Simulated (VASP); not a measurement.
# ZnS (Wurtzite-2H) (P6_3mc) in VASP: further runs

Runs on ZnS (Wurtzite-2H). Level: PBE. Tasks: single point.

All numbers are computed with VASP 6.6.1; they aren't measurements. Logs are shortened: lines on timing, memory, paths and dates and some standing lists are left out, and cuts for length are marked.

**What was measured.**

From a printed reference work, monograph, for a bulk crystal of ZnS at 4 K: band gap 3.911 eV (direct).

How close the calculation comes is told below.

### Step 1. The cell of the first run

Symmetry: P6_3mc, No. 186, hexagonal system. Conventional cell: a = 3.811 Å, b = 3.811 Å, c = 6.234 Å, α = 90.00°, β = 90.00°, γ = 120.00°. Within 3.1 Å of Zn (site symmetry 3m) lie 4 S at 2.31 to 2.40 Å. Within 3.1 Å of S (site symmetry 3m) lie 4 Zn at 2.31 to 2.40 Å.

### Step 2. Single point, PBE

Contents of INCAR:

```
  PREC = Accurate
  ENCUT = 520
  EDIFF = 1E-6
  ISMEAR = 0
  SIGMA = 0.01
  LREAL = False
  LASPH = True
  NELM = 80
  ALGO = Normal
  ISIF = 2
  LWAVE = False
  LCHARG = True
  GGA = PE
  LELF = True
  LVHAR = True
  NBANDS = 26
```

Contents of KPOINTS:

```
regular mesh
0
Gamma
  3 3 2
```

Contents of POSCAR:

```
ZnS
1.0
    3.8110000000      0.0000000000      0.0000000000
   -1.9055000000      3.3004228138      0.0000000000
    0.0000000000      0.0000000000      6.2340000000
Zn S
2 2
Direct
    0.3333330000      0.6666670000      0.0000000000
    0.6666670000      0.3333330000      0.5000000000
    0.3333330000      0.6666670000      0.3850000000
    0.6666670000      0.3333330000      0.8850000000
```

Potentials or basis: VASP PAW PBE potentials, release 64 (Zn, S).

Command:

```console
$ cat potpaw_PBE.64/Zn/POTCAR potpaw_PBE.64/S/POTCAR > POTCAR
$ mpirun -np 1 vasp_std > vasp.out
```

OUTCAR:

```text
PREC = Accurate
   ENCUT = 520
   EDIFF = 1E-6
   ISMEAR = 0
   LREAL = False
   LASPH = True
   NELM = 80
   ISIF = 2
   GGA = PE

 ion  position               nearest neighbor table
   1  0.333  0.667  0.000-   4 2.31   4 2.31   4 2.31   3 2.40
   2  0.667  0.333  0.500-   3 2.31   3 2.31   3 2.31   4 2.40
   3  0.333  0.667  0.385-   2 2.31   2 2.31   2 2.31   1 2.40
   4  0.667  0.333  0.885-   1 2.31   1 2.31   1 2.31   2 2.40

  LATTYP: Found a hexagonal cell.
 ALAT       =     3.8110000000
 C/A-ratio  =     1.6357911309

  Lattice vectors:

 A1 = (   3.8110000000,   0.0000000000,   0.0000000000)
 A2 = (  -1.9055000000,   3.3004228138,   0.0000000000)
 A3 = (   0.0000000000,   0.0000000000,   6.2340000000)

Analysis of symmetry for initial positions (statically):
=====================================================================
 Subroutine PRICEL returns:
 Original cell was already a primitive cell.

 Routine SETGRP: Setting up the symmetry group for a
 hexagonal supercell.

 Subroutine GETGRP returns: Found 12 space group operations
 (whereof  6 operations were pure point group operations)
 out of a pool of 24 trial point group operations.

The static configuration has the point symmetry C_3v.
 The point group associated with its full space group is C_6v.

Analysis of symmetry for dynamics (positions and initial velocities):
=====================================================================
 Subroutine PRICEL returns:
 Original cell was already a primitive cell.

 Routine SETGRP: Setting up the symmetry group for a
 hexagonal supercell.

 Subroutine GETGRP returns: Found 12 space group operations
 (whereof  6 operations were pure point group operations)
 out of a pool of 24 trial point group operations.

The dynamic configuration has the point symmetry C_3v.
 The point group associated with its full space group is C_6v.

 Subroutine INISYM returns: Found 12 space group operations
 (whereof  6 operations are pure point group operations),
 and found     1 'primitive' translations

----------------------------------------------------------------------------------------

                                     Primitive cell

  volume of cell :      78.4107

  direct lattice vectors                    reciprocal lattice vectors
     3.811000000  0.000000000  0.000000000     0.262398321  0.151495741  0.000000000
    -1.905500000  3.300422814  0.000000000     0.000000000  0.302991482  0.000000000
     0.000000000  0.000000000  6.234000000     0.000000000  0.000000000  0.160410651
[... 69 lines left out ...]
   EDIFF  = 0.1E-05   stopping-criterion for ELM
   LREAL  =      F    real-space projection
   EDIFFG = 0.1E-04   stopping-criterion for IOM
   NSW    =      0    number of steps for IOM
   IBRION =     -1    ionic relax: 0-MD 1-quasi-New 2-CG
   NFREE  =      0    steps in history (QN), initial steepest desc. (CG)
   ISIF   =      2    stress and relaxation
   ISYM   =      2    0-nonsym 1-usesym 2-fastsym
   POTIM  = 0.5000    time-step for ionic-motion
   TEBEG  =    0.0;   TEEND  =   0.0 temperature during run
   PSTRESS=    0.0 pullay stress
   NELECT =      36.0000    total number of electrons
   NUPDOWN=      -1.0000    fix difference up-down
   EMIN   =  10.00;   EMAX   =-10.00  energy-range for DOS
   EFERMI =   0.00;   METHOD = LEGACY
   ISMEAR =     0;   SIGMA  =   0.01  broadening in eV -4-tet -1-fermi 0-gaus
   EFERMI_NEDOS =   21; number of points for ismear=-14 and -15
   IALGO  =     38    algorithm
   IMIX   =      4    mixing-type and parameters
     AMIX     =   0.40;   BMIX     =  1.00
     AMIX_MAG =   1.60;   BMIX_MAG =  1.00
  volume/ion in A,a.u.               =      19.60       132.29
  Fermi-wavevector in a.u.,A,eV,Ry     =   1.262943  2.386617 21.701647  1.595026
  Thomas-Fermi vector in A             =   2.396326
   LORBIT       =      0    0 simple, 1 ext, 2 COOP (PROOUT), +10 PAW based schemes
   GGA     = PE    functional components
   LHFCALC =     F    Hartree Fock is set to
   AEXX    =    0.0000 exact exchange contribution
   IVDW    =     0    specifies the selected vdW correction
   LEPSILON=     F    determine dielectric tensor
   LRPA    =     F    only Hartree local field effects (RPA)
 non-spin polarized calculation
 Gauss-broadening in eV      SIGMA  =   0.01
  energy-cutoff  :      520.00
  volume of cell :       78.41
 maximum number of plane-waves:      2133
   NGX = 15   NGY = 15   NGZ = 23

 number of electron      35.9999977 magnetization

 Free energy of the ion-electron system (eV)
  ---------------------------------------------------
  ext. energy  EPLUGINS =         0.00000000
  ---------------------------------------------------
  free energy    TOTEN  =       -13.42361067 eV

  energy without entropy =      -13.42361067  energy(sigma->0) =      -13.42361067

 E-fermi :   2.2847     XC(G=0):  -9.6316

 val. band max:        2.2053065884   @ k =   0.0000   0.0000   0.0000
 cond. band min:       4.4458590912   @ k =   0.0000   0.0000   0.0000
 fundamental gap:      2.2405525029
 Fermi energy:         2.2846592295

 k-point     1 :       0.0000    0.0000    0.0000
  band No.  band energies     occupation
      1     -10.9839      2.00000
      2     -10.0556      2.00000
      3      -4.1995      2.00000
      4      -4.1995      2.00000
      5      -4.1353      2.00000
      6      -4.1353      2.00000
[... 163 lines left out ...]
     25      11.9754      0.00000
     26      11.9754      0.00000

------------------------ aborting loop because EDIFF is reached ----------------------------------------

  FORCE on cell =-STRESS in cart. coord.  units (eV):
  Direction    XX          YY          ZZ          XY          YZ          ZX
  --------------------------------------------------------------------------------------
  -------------------------------------------------------------------------------------
  Total        2.1324207      2.1324207      0.3448617      0.0000000      0.0000000      0.0000000
  in kB       43.5720647     43.5720647      7.0466093      0.0000000      0.0000000      0.0000000
  external PRESSURE =      31.3969129 kB  Pullay stress =       0.0000000 kB

 VOLUME and BASIS-vectors are now :
 -----------------------------------------------------------------------------
  energy-cutoff  :      520.00
  volume of cell :       78.41
      direct lattice vectors                 reciprocal lattice vectors
     3.811000000  0.000000000  0.000000000     0.262398321  0.151495741  0.000000000
    -1.905500000  3.300422814  0.000000000     0.000000000  0.302991482  0.000000000
     0.000000000  0.000000000  6.234000000     0.000000000  0.000000000  0.160410651

 POSITION                                       TOTAL-FORCE (eV/Angst)
 -----------------------------------------------------------------------------------
     -0.00000      2.20028      0.00000         0.000000     -0.000000      0.374306
      1.90550      1.10014      3.11700        -0.000000      0.000000      0.374306
     -0.00000      2.20028      2.40009        -0.000000      0.000000     -0.374306
      1.90550      1.10014      5.51709         0.000000     -0.000000     -0.374306
 -----------------------------------------------------------------------------------
    total drift:                               -0.001000      0.000577      0.000487

  FREE ENERGIE OF THE ION-ELECTRON SYSTEM (eV)
  ---------------------------------------------------
  free  energy   TOTEN  =       -13.4236106748 eV

  energy  without entropy=      -13.4236106748  energy(sigma->0) =      -13.42361067
```

OSZICAR:

```text
N       E                     dE             d eps       ncg     rms          rms(c)
DAV:   1     0.249149594815E+03    0.24915E+03   -0.17029E+04   312   0.167E+03
DAV:   2     0.113537068266E+02   -0.23780E+03   -0.22691E+03   320   0.357E+02
DAV:   3    -0.136907598505E+02   -0.25044E+02   -0.24780E+02   370   0.115E+02
DAV:   4    -0.143311461637E+02   -0.64039E+00   -0.63873E+00   356   0.182E+01
DAV:   5    -0.143408681857E+02   -0.97220E-02   -0.97181E-02   386   0.222E+00    0.978E+00
DAV:   6    -0.134368246084E+02    0.90404E+00   -0.16852E+00   482   0.377E+01    0.764E+00
DAV:   7    -0.134271111413E+02    0.97135E-02   -0.12839E+00   330   0.650E+00    0.354E+00
DAV:   8    -0.134223339306E+02    0.47772E-02   -0.37285E-02   382   0.200E+00    0.102E+00
DAV:   9    -0.134231774859E+02   -0.84356E-03   -0.88596E-03   402   0.138E+00    0.243E-01
DAV:  10    -0.134233357077E+02   -0.15822E-03   -0.71665E-04   376   0.353E-01    0.110E-01
DAV:  11    -0.134236090995E+02   -0.27339E-03   -0.42948E-04   332   0.131E-01    0.682E-02
DAV:  12    -0.134236065855E+02    0.25141E-05   -0.15146E-05   366   0.447E-02    0.917E-03
DAV:  13    -0.134236106518E+02   -0.40664E-05   -0.59244E-06   334   0.169E-02    0.427E-03
DAV:  14    -0.134236106748E+02   -0.22978E-07   -0.46227E-07   262   0.141E-02
   1 F= -.13423611E+02 E0= -.13423611E+02  d E =-.141040E-30
```

stdout:

```text
POSCAR found type information on POSCAR ZnS
 POSCAR found :  2 types and       4 ions
 scaLAPACK will be used
 LDA part: xc-table for (Slater+PW92), standard interpolation
 POSCAR, INCAR and KPOINTS ok, starting setup
 FFT: planning ... GRIDC
 FFT: planning ... GRID_SOFT
 FFT: planning ... GRID
 WAVECAR not read
 entering main loop
```

Wall time 11 s (1 thread of AMD EPYC 9R14 (Zen 4), shared host); peak memory 0.15 GiB.

What came out:

| Item | Value |
| --- | --- |
| Free energy | -13.4236 eV |
| Pressure | 3.1 GPa |
| Largest force | 0.374 eV/Å |
| Band gap on the k mesh | 2.24 eV, direct |

Forces in eV/Å, atoms in the order of the input:
```
Zn   0.000  0.000  0.374
Zn   0.000  0.000  0.374
S    0.000  0.000 -0.374
S    0.000  0.000 -0.374
```

Levels at points of the mesh, in eV from the valence-band top:
| k point | band 15 | band 16 | band 17 | band 18 | band 19 | band 20 | band 21 | band 22 |
| --- | --- | --- | --- | --- | --- | --- | --- | --- |
| (0.00, 0.00, 0.00) | -0.86 | -0.01 | -0.01 | 0.00 | 2.24 | 2.97 | 6.27 | 6.27 |
| (0.00, 0.00, 0.50) | -0.45 | -0.45 | -0.45 | -0.45 | 3.49 | 3.49 | 6.71 | 6.71 |

Caveat: the k points lie up to 0.63 Å⁻¹ apart.

### Step 3. Single point, PBE

Contents of INCAR:

```
SYSTEM = ZnS
PREC = Accurate
ENCUT = 520
EDIFF = 1E-6
ISMEAR = 0
SIGMA = 0.01
LREAL = .FALSE.
LASPH = .TRUE.
NELM = 60
ALGO = Normal
ISIF = 2
LWAVE = .FALSE.
LCHARG = .FALSE.
GGA = PE
NBANDS = 26
```

Contents of KPOINTS:

```
regular mesh
0
G
  6 6 4
  0 0 0
```

POSCAR is that of step 2.

Potentials or basis: VASP PAW PBE potentials, release 64 (Zn, S).

Command:

```console
$ cat potpaw_PBE.64/Zn/POTCAR potpaw_PBE.64/S/POTCAR > POTCAR
$ mpirun -np 1 vasp_std > vasp.out
```

OUTCAR:

```text
SYSTEM = ZnS
   PREC = Accurate
   ENCUT = 520
   EDIFF = 1E-6
   ISMEAR = 0
   LREAL = .FALSE.
   LASPH = .TRUE.
   NELM = 60
   ISIF = 2
   GGA = PE

 ion  position               nearest neighbor table
   1  0.333  0.667  0.000-   4 2.31   4 2.31   4 2.31   3 2.40
   2  0.667  0.333  0.500-   3 2.31   3 2.31   3 2.31   4 2.40
   3  0.333  0.667  0.385-   2 2.31   2 2.31   2 2.31   1 2.40
   4  0.667  0.333  0.885-   1 2.31   1 2.31   1 2.31   2 2.40

  LATTYP: Found a hexagonal cell.
 ALAT       =     3.8110000000
 C/A-ratio  =     1.6357911309

  Lattice vectors:

 A1 = (   3.8110000000,   0.0000000000,   0.0000000000)
 A2 = (  -1.9055000000,   3.3004228138,   0.0000000000)
 A3 = (   0.0000000000,   0.0000000000,   6.2340000000)

Analysis of symmetry for initial positions (statically):
=====================================================================
 Subroutine PRICEL returns:
 Original cell was already a primitive cell.

 Routine SETGRP: Setting up the symmetry group for a
 hexagonal supercell.

 Subroutine GETGRP returns: Found 12 space group operations
 (whereof  6 operations were pure point group operations)
 out of a pool of 24 trial point group operations.

[... 165 lines left out ...]

 val. band max:        2.1636702694   @ k =   0.0000   0.0000   0.0000
 cond. band min:       4.4165327934   @ k =   0.0000   0.0000   0.0000
 fundamental gap:      2.2528625240
 Fermi energy:         2.2638619875

 k-point     1 :       0.0000    0.0000    0.0000
  band No.  band energies     occupation
      1     -11.0298      2.00000
      2     -10.1067      2.00000
      3      -4.2061      2.00000
      4      -4.2061      2.00000
      5      -4.1418      2.00000
      6      -4.1418      2.00000
[... 598 lines left out ...]
     25      11.9395      0.00000
     26      11.9395      0.00000

------------------------ aborting loop because EDIFF is reached ----------------------------------------

  FORCE on cell =-STRESS in cart. coord.  units (eV):
  Direction    XX          YY          ZZ          XY          YZ          ZX
  --------------------------------------------------------------------------------------
  -------------------------------------------------------------------------------------
  Total        1.5674752      1.5674752      0.5412435      0.0000000      0.0000000      0.0000000
  in kB       32.0284503     32.0284503     11.0593073      0.0000000      0.0000000      0.0000000
  external PRESSURE =      25.0387360 kB  Pullay stress =       0.0000000 kB

 VOLUME and BASIS-vectors are now :
 -----------------------------------------------------------------------------
  energy-cutoff  :      520.00
  volume of cell :       78.41
      direct lattice vectors                 reciprocal lattice vectors
     3.811000000  0.000000000  0.000000000     0.262398321  0.151495741  0.000000000
    -1.905500000  3.300422814  0.000000000     0.000000000  0.302991482  0.000000000
     0.000000000  0.000000000  6.234000000     0.000000000  0.000000000  0.160410651

 POSITION                                       TOTAL-FORCE (eV/Angst)
 -----------------------------------------------------------------------------------
     -0.00000      2.20028      0.00000         0.000000     -0.000000      0.323937
      1.90550      1.10014      3.11700        -0.000000      0.000000      0.323937
     -0.00000      2.20028      2.40009        -0.000000      0.000000     -0.323937
      1.90550      1.10014      5.51709         0.000000     -0.000000     -0.323937
 -----------------------------------------------------------------------------------
    total drift:                               -0.001003      0.000579      0.000456

  FREE ENERGIE OF THE ION-ELECTRON SYSTEM (eV)
  ---------------------------------------------------
  free  energy   TOTEN  =       -13.6507696507 eV

  energy  without entropy=      -13.6507696507  energy(sigma->0) =      -13.65076965
```

OSZICAR:

```text
N       E                     dE             d eps       ncg     rms          rms(c)
DAV:   1     0.242647886727E+03    0.24265E+03   -0.17167E+04  1092   0.167E+03
DAV:   2     0.968666452692E+01   -0.23296E+03   -0.22340E+03  1140   0.349E+02
DAV:   3    -0.139364175439E+02   -0.23623E+02   -0.23369E+02  1294   0.111E+02
DAV:   4    -0.145028016137E+02   -0.56638E+00   -0.56521E+00  1282   0.174E+01
DAV:   5    -0.145112624816E+02   -0.84609E-02   -0.84591E-02  1312   0.206E+00    0.992E+00
DAV:   6    -0.136605738568E+02    0.85069E+00   -0.16403E+00  1628   0.371E+01    0.762E+00
DAV:   7    -0.136566409022E+02    0.39330E-02   -0.12556E+00  1154   0.655E+00    0.346E+00
DAV:   8    -0.136499087289E+02    0.67322E-02   -0.35656E-02  1354   0.182E+00    0.983E-01
DAV:   9    -0.136504032455E+02   -0.49452E-03   -0.94782E-03  1452   0.133E+00    0.232E-01
DAV:  10    -0.136505469824E+02   -0.14374E-03   -0.61619E-04  1262   0.343E-01    0.956E-02
DAV:  11    -0.136507665381E+02   -0.21956E-03   -0.34333E-04  1142   0.125E-01    0.549E-02
DAV:  12    -0.136507661431E+02    0.39493E-06   -0.15388E-05  1336   0.437E-02    0.105E-02
DAV:  13    -0.136507695900E+02   -0.34469E-05   -0.60479E-06  1138   0.182E-02    0.249E-03
DAV:  14    -0.136507696507E+02   -0.60701E-07   -0.61701E-07   880   0.165E-02
   1 F= -.13650770E+02 E0= -.13650770E+02  d E =-.992957E-48
```

stdout:

```text
POSCAR found type information on POSCAR ZnS
 POSCAR found :  2 types and       4 ions
 scaLAPACK will be used
 LDA part: xc-table for (Slater+PW92), standard interpolation
 POSCAR, INCAR and KPOINTS ok, starting setup
 FFT: planning ... GRIDC
 FFT: planning ... GRID_SOFT
 FFT: planning ... GRID
 WAVECAR not read
 entering main loop
```

Run time: 24 s. Hardware: 1 thread of AMD EPYC 9R14 (Zen 4), shared host; peak memory 0.16 GiB.

What came out:

```yaml
Free_energy: -13.6508 eV
Pressure: 2.5 GPa
Largest_force: 0.324 eV/Å
Band_gap_on_the_k_mesh: 2.25 eV, direct
```

Forces on the atoms (eV/Å):
```
Zn   0.000  0.000  0.324
Zn   0.000  0.000  0.324
S    0.000  0.000 -0.324
S    0.000  0.000 -0.324
```

Levels at points of the mesh, in eV from the valence-band top:
```
           k point  band 14  band 15  band 16  band 17  band 18  band 19  band 20  band 21  band 22  band 23
(0.00, 0.00, 0.00)    -0.86    -0.86    -0.01    -0.01     0.00     2.25     3.00     6.30     6.30     6.61
(0.50, 0.00, 0.00)    -4.21    -3.16    -2.25    -1.56    -0.98     3.62     4.27     5.18     7.14     7.42
(0.00, 0.00, 0.50)    -2.76    -0.45    -0.45    -0.45    -0.45     3.51     3.51     6.73     6.73     6.73
(0.50, 0.00, 0.50)    -4.90    -1.66    -1.66    -1.53    -1.53     3.62     3.62     5.15     5.15     9.00
```

(Continued in part 2 of 2.)
